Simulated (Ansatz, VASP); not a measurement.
# C: VASP beside Ansatz

```
CELL_PARAMETERS angstrom
-1.18407 1.18407 1.18407
1.18407 -1.18407 1.18407
1.18407 1.18407 -1.18407
ATOMIC_POSITIONS crystal
C 0.00000 0.00000 0.00000
```

Alike in both runs: task single point; functional PBE; k mesh 16 × 16 × 16; occupations fermi-dirac, width 0.15 eV; no spin polarisation.

|  | VASP | Ansatz |
| --- | --- | --- |
| version | VASP 6.6.1 | Ansatz 0.2.0 |
| potentials or method | VASP PAW PBE potentials, release 64 (C), cutoff 520 eV | all-electron LAPW, scalar-relativistic |

Ansatz gave:

```
pressure (GPa) : 1.0
```

Task: Which values does VASP return?

Result: Pressure (GPa): 1.1.

Ansatz ran all-electron here, so the differences hold the error of VASP's frozen core and of both bases.
